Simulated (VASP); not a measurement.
RbBr: single point with PBE

The system is RbBr.

```
Rb Br
1.0
     0.00000    3.42750    3.42750
     3.42750    0.00000    3.42750
     3.42750    3.42750    0.00000
Rb Br
1 1
Direct
  0.00000 0.00000 0.00000
  0.50000 0.50000 0.50000
```

```yaml
Program: VASP 6.6.1
Task: single point
Functional: PBE
Potentials_or_basis: VASP PAW PBE potentials, release 64 (Rb_sv, Br)
Cutoff: 520 eV
k_mesh: 6 × 6 × 6
Occupations: fermi-dirac, width 0.02 eV
Spin: no spin polarisation
Dipole_correction: no
Further_INCAR_settings: ALGO = Fast; EDIFF = 1e-06; NBANDS = 15
```

The pressure is 1.0 GPa and the band gap on the k mesh is 4.36 eV, direct.

Levels at points of the mesh, in eV from the valence-band top:
| k point | band 5 | band 6 | band 7 | band 8 | band 9 | band 10 | band 11 | band 12 |
| --- | --- | --- | --- | --- | --- | --- | --- | --- |
| (0.00, 0.00, 0.00) | -8.49 | 0.00 | 0.00 | 0.00 | 4.36 | 7.28 | 7.28 | 7.28 |
| (0.50, 0.00, 0.00) | -8.44 | -0.99 | -0.36 | -0.36 | 6.81 | 7.72 | 9.49 | 9.49 |
| (0.50, 0.50, 0.00) | -8.56 | -0.47 | -0.16 | -0.16 | 5.61 | 7.13 | 9.20 | 9.20 |

Run time: 13 s on 1 thread of Intel(R) Xeon(R) 6975P-C (Granite Rapids) (shared host), peak memory 0.2 GiB.

PBE gaps usually lie below the measured ones, often by a third to a half.
